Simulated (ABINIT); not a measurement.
CuO in ABINIT: convergence with nband

Input of the first run (nband 26); the others differ in this setting and in those tied to it:

File run.abi:

```
# Pseudopotentials
pp_dirpath "./"
pseudos "Cu.upf, O.upf"

# Structure
acell 3*1.0 Angstrom
rprim
     0.1896038200    -2.1722883700    -2.0431441000
    -2.0197235200     0.1062952100    -1.9598354900
     2.3832003700     2.2858393900    -4.3894430400
ntypat 2
znucl 29 8
natom 4
typat 1 1 2 2
xred
     0.4562322400     0.5306856300     0.4854117400
     0.9742842800     0.9858673900     0.0243612000
     0.8016626700     0.7447211200     0.7392802400
     0.2678208100     0.2387258700     0.2509468100
chkprim 0
chksymtnons 0
tolsym 1.0e-6

# Plane-wave basis
ecut 46.0

# k points
kptopt 1
ngkpt 6 6 3
nshiftk 1
shiftk 0.0 0.0 0.0

# Exchange and correlation
ixc 11

# Bands and occupations
nband 26
occopt 3
tsmear 0.05 eV

# SCF cycle
nstep 100
tolvrs 1.0e-10

# Output
iomode 3
prtwf 0
prtden 0
prteig 0
prtebands 0
enunit 1
prtvol 2
```

Potentials or basis: PseudoDojo NC SR PBE v0.4.1 standard.

Launch:

```sh
$ mpirun --bind-to none -np 4 abinit run.abi > log 2>&1
```

The cell isn't the ideal one: all atoms moved at random.

The cell comes from a database or a generator and needn't be the stable form of this composition.

Hardware: 4 MPI ranks on Arm Neoverse V1, on a shared host.

```csv
nband,"energy less the tightest run, at zero smearing (meV/atom)",SCF cycles,CPU time (s)
26,0.00,22,400
27,0.00,21,400
28,0.00,20,390
30,0.00,20,430
34,0.00,17,430
40,0.00,18,550
```

Against the tightest run, the energy stays within 1 meV/atom from 26 on. The tightest run that finished is the yardstick and may itself not be fully converged.

Caveat, for the tightest run too: the k mesh is coarse (spacing up to 0.41 Å⁻¹), so the values aren't converged; the run has no spin polarisation, though such a crystal can be magnetic.
